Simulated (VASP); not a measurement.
Set up this calculation in VASP 6.6.1, as the native input.

| Property | Result |
| --- | --- |
| Task | atomic charges |
| Functional | BLYP |
| Dispersion | D3 |
| Potentials or basis | VASP PAW PBE potentials, release 64 (Ge, Si) |
| Cutoff | 500 eV |
| k mesh | 6 × 6 × 3 |
| Occupations | methfessel-paxton, width 0.005 eV |
| Spin | spin-orbit coupling, no magnetisation |
| Further INCAR settings | ALGO = Normal; EDIFF = 1e-06 |

The structure of SiGe lies in POSCAR:

```
SiGe
1.0
    3.9044512986      0.0000000000      0.0000000000
   -1.9522256493      3.3813540124      0.0000000000
    0.0000000000      0.0000000000      6.4507830000
Ge Si
2 2
Direct
    0.3333333333      0.6666666667      0.0003920000
    0.6666666667      0.3333333333      0.5003920000
    0.3333333333      0.6666666667      0.3746070000
    0.6666666667      0.3333333333      0.8746070000
```

The cell comes from a database or a generator and needn't be the stable form of this composition.

The input as run:

INCAR

```
  PREC = Accurate
  ENCUT = 500
  EDIFF = 1E-6
  ISMEAR = 1
  SIGMA = 0.005
  LREAL = F
  LASPH = T
  NELM = 80
  ALGO = Normal
  ISIF = 2
  LWAVE = F
  LCHARG = T
  MAGMOM = 0 0 0 0 0 0 0 0 0 0 0 0
  LORBIT = 11
  LSORBIT = T
  GGA_COMPAT = F
  GGA = B5
  ALDAX = 1.0
  AGGAX = 1.0
  AGGAC = 1.0
  ALDAC = 0.0
  IVDW = 11
  VDW_S6 = 1.0
  VDW_S8 = 1.682
  VDW_SR = 1.094
  VDW_SR8 = 1.0
  LVHAR = T
```

KPOINTS

```
Automatic mesh
0
Gamma
  6 6 3
```

Potentials or basis: VASP PAW PBE potentials, release 64 (Ge, Si).

The run is started by

```console
$ cat potpaw_PBE.64/Ge/POTCAR potpaw_PBE.64/Si/POTCAR > POTCAR
$ mpirun -np 1 vasp_ncl > vasp.out
```

It gave:

- Pressure: 5.5 GPa
- Largest force: 0.050 eV/Å
- Valence electrons inside the program's atomic spheres: Ge 2.56; Si 1.67
- Dispersion energy per atom: -0.304 eV

Caveat: the PAW data sets were made with another functional, which shifts forces and pressure a little.

It took 91 s on 1 thread of AMD EPYC 7R13 Processor (Zen 3) (shared host), peak memory 0.33 GiB.
